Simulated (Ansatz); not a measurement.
Molecular dynamics on a 1×2×2 supercell (20 atoms) of BaTiO3 (Amm2), relaxed with r2SCAN. Forces come from PBE in Ansatz: constant energy and volume (NVE), velocities drawn at 1700 K, steps of 1.5 fs. Spin polarisation is off, nuclei are classical, and the run is far too short for thermal averages.

```yaml
crystal:
  lattice:
    - [3.963414398, 0.0, 0.0]
    - [0.0, 5.7154925229, 5.7484216848]
    - [0.0, -5.7154925229, 5.7484216848]
  atoms:
    - { symbol: Ba, position: [0.0, 0.0042061503, 0.0042061503] }
    - { symbol: Ti, position: [0.5, 0.2619803632, 0.2619803632] }
    - { symbol: O, position: [0.0, 0.2451942104, 0.2451942104] }
    - { symbol: O, position: [0.5, 0.2469863199, 0.4900729562] }
    - { symbol: O, position: [0.5, 0.4900729562, 0.2469863199] }
    - { symbol: Ba, position: [0.0, 0.0042061503, 0.5042061503] }
    - { symbol: Ti, position: [0.5, 0.2619803632, 0.7619803632] }
    - { symbol: O, position: [0.0, 0.2451942104, 0.7451942104] }
    - { symbol: O, position: [0.5, 0.2469863199, 0.9900729562] }
    - { symbol: O, position: [0.5, 0.4900729562, 0.7469863199] }
    - { symbol: Ba, position: [0.0, 0.5042061503, 0.0042061503] }
    - { symbol: Ti, position: [0.5, 0.7619803632, 0.2619803632] }
    - { symbol: O, position: [0.0, 0.7451942104, 0.2451942104] }
    - { symbol: O, position: [0.5, 0.7469863199, 0.4900729562] }
    - { symbol: O, position: [0.5, 0.9900729562, 0.2469863199] }
    - { symbol: Ba, position: [0.0, 0.5042061503, 0.5042061503] }
    - { symbol: Ti, position: [0.5, 0.7619803632, 0.7619803632] }
    - { symbol: O, position: [0.0, 0.7451942104, 0.7451942104] }
    - { symbol: O, position: [0.5, 0.7469863199, 0.9900729562] }
    - { symbol: O, position: [0.5, 0.9900729562, 0.7469863199] }
kpoints:
  mp_grid: { grid: [4, 2, 2] }
hamiltonian:
  xc: pbe
scf:
  occupations: { method: fermi_dirac, width: 0.146 }
md:
  ensemble: nve
  temperature: 1700
  timestep: 1.5
  n_steps: 40
  initial_velocities: maxwell_boltzmann
  seed: 1992
```

Run as `ansatz run input.yaml --threads 4 --pin off --max-ram 5529MiB --backend cpu --events-out ev --progress --plain --runs-dir out`.

Question: What wall time did it need on 4 threads of Arm Neoverse V1, on a shared host, and how much host memory at the peak?

Answer: About 3.6 min, with a peak of 1.1 GiB.

```
step  t (fs)  T (K)  free energy F from step 0 (meV/atom)  kinetic energy (meV/atom)  largest force (eV/Å)
   0       0   1700                                   0.0                      208.8                  0.10
   1     1.5   1682                                   2.2                      206.6                  0.81
   2       3   1628                                   8.9                      199.9                  1.73
   3     4.5   1541                                  19.6                      189.2                  2.77
   4       6   1430                                  33.3                      175.6                  3.83
   5     7.5   1308                                  48.5                      160.6                  4.80
   6       9   1188                                  63.3                      145.9                  5.55
   7    10.5   1084                                  76.1                      133.1                  5.96
   8      12   1003                                  86.0                      123.2                  5.96
   9    13.5    947                                  92.9                      116.3                  5.59
  10      15    910                                  97.4                      111.7                  4.94
  11    16.5    884                                 100.5                      108.5                  4.13
  12      18    861                                 103.3                      105.7                  3.27
  13    19.5    836                                 106.3                      102.7                  2.52
  14      21    808                                 109.8                       99.2                  2.35
  15    22.5    776                                 113.7                       95.3                  2.33
  16      24    745                                 117.6                       91.4                  2.95
  17    25.5    717                                 121.1                       88.0                  3.48
  18      27    697                                 123.6                       85.6                  3.88
  19    28.5    690                                 124.4                       84.7                  4.15
  20      30    699                                 123.3                       85.9                  4.28
  21    31.5    727                                 119.9                       89.3                  4.28
  22      33    770                                 114.5                       94.6                  4.14
  23    34.5    825                                 107.7                      101.3                  3.88
  24      36    884                                 100.4                      108.6                  3.49
  25    37.5    938                                  93.7                      115.2                  2.99
  26      39    979                                  88.7                      120.2                  2.40
  27    40.5   1001                                  85.9                      123.0                  2.41
  28      42   1002                                  85.8                      123.0                  2.47
  29    43.5    981                                  88.5                      120.4                  2.53
  30      45    941                                  93.4                      115.6                  2.59
  31    46.5    889                                  99.8                      109.2                  2.75
  32      48    833                                 106.8                      102.3                  3.02
  33    49.5    780                                 113.3                       95.8                  3.14
  34      51    738                                 118.5                       90.6                  3.65
  35    52.5    712                                 121.7                       87.4                  3.96
  36      54    703                                 122.8                       86.4                  4.05
  37    55.5    710                                 121.9                       87.2                  3.94
  38      57    727                                 119.8                       89.3                  3.66
  39    58.5    748                                 117.2                       91.9                  3.25
  40      60    767                                 114.8                       94.2                  2.77
```

The temperature starts at 1700 K, is lowest at step 19 (690 K, 28.5 fs) and ends at 767 K. The atoms start on their lattice sites with kinetic energy alone, so much of it first passes into potential energy. The conserved energy stays within 0.46 meV an atom. By the last step the atoms have moved 0.21 Å in the root mean square, the drift of the whole cell taken out, 0.47 Å at most.

Positions (Å) and forces (eV/Å) at step 40:
```
Ba   0.026   0.134  -0.182    -0.193  -0.424   1.149
Ti   1.940  -0.056   2.899     0.445  -1.337   1.216
O   -0.191  -0.177   2.803     1.332   0.824  -0.684
O    2.045  -1.475   4.287    -0.848   0.761  -0.917
O    2.015   1.217   4.261    -1.166   0.552  -0.431
Ba   0.030  -2.739   2.933    -0.314  -0.698  -0.157
Ti   1.895  -2.743   5.877     0.315   0.459  -0.038
O    0.050  -2.837   5.870    -0.034   0.524  -0.530
O    2.011  -4.138   7.050    -0.296  -1.986   1.908
O    1.968  -1.333   7.200     0.449   0.083  -0.095
Ba  -0.131   2.437   2.958     0.714   2.603  -0.456
Ti   1.914   2.945   5.764     0.417  -0.225   1.493
O   -0.154   2.911   5.670     0.564  -0.200  -0.664
O    1.856   1.682   7.203     0.373  -0.381  -0.572
O    1.832   4.348   6.930     0.089   0.729   0.861
Ba   0.174   0.005   6.041    -1.249   0.212  -1.397
Ti   2.049   0.109   8.781     0.002  -0.152  -0.924
O   -0.076   0.304   8.521     0.342  -0.707   1.007
O    1.960  -1.376   9.892    -0.225   0.122   0.243
O    2.078   1.506  10.129    -0.717  -0.756  -1.011
```
